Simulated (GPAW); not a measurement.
HfN:

```
Hf N
1.0
     0.00000    2.25600    2.25600
     2.25600    0.00000    2.25600
     2.25600    2.25600    0.00000
Hf N
1 1
Direct
  0.00000 0.00000 0.00000
  0.50000 0.50000 0.50000
```

| Quantity | Value |
| --- | --- |
| Program | GPAW 26.7.0 |
| Task | relaxation of cell and atoms |
| Functional | PBEsol |
| Dispersion | D3(BJ) |
| Potentials or basis | PAW data sets generated in the run's folder for this functional |
| Cutoff | 800 eV |
| Basis | pw |
| k mesh | 10 × 10 × 10 |
| Occupations | fermi-dirac, width 0.05 eV |
| Spin | no spin polarisation |

At the start: pressure -7.1 GPa; volume 11.48 Å³/atom.

Problem. How do energy, volume and symmetry change on relaxing?

Solution. Over 3 steps the energy falls by 5.2 meV/atom and the volume is 11.20 Å³/atom (-2.5 %); space group Fm-3m (No. 225, to 0.05 Å).

Step by step:
| step | energy change (eV) | largest force (eV/Å) | pressure (GPa) | volume (Å³) |
| --- | --- | --- | --- | --- |
| 1 | 0.0000 | 0.0000 | -7.08 | 22.96 |
| 2 | -0.0077 | 0.0000 | -4.03 | 22.72 |
| 3 | -0.0104 | 0.0000 | 0.12 | 22.40 |

Final structure:
```yaml
crystal:
  lattice:
    - [0.00000, 2.23735, 2.23735]
    - [2.23735, 0.00000, 2.23735]
    - [2.23735, 2.23735, 0.00000]
  atoms:
    - { symbol: Hf, position: [0.00000, 0.00000, 0.00000] }
    - { symbol: N, position: [0.50000, 0.50000, 0.50000] }
```

Caveat: later steps reuse the first step's grids; pairwise dispersion overbinds metals, which lowers pressure and volume.
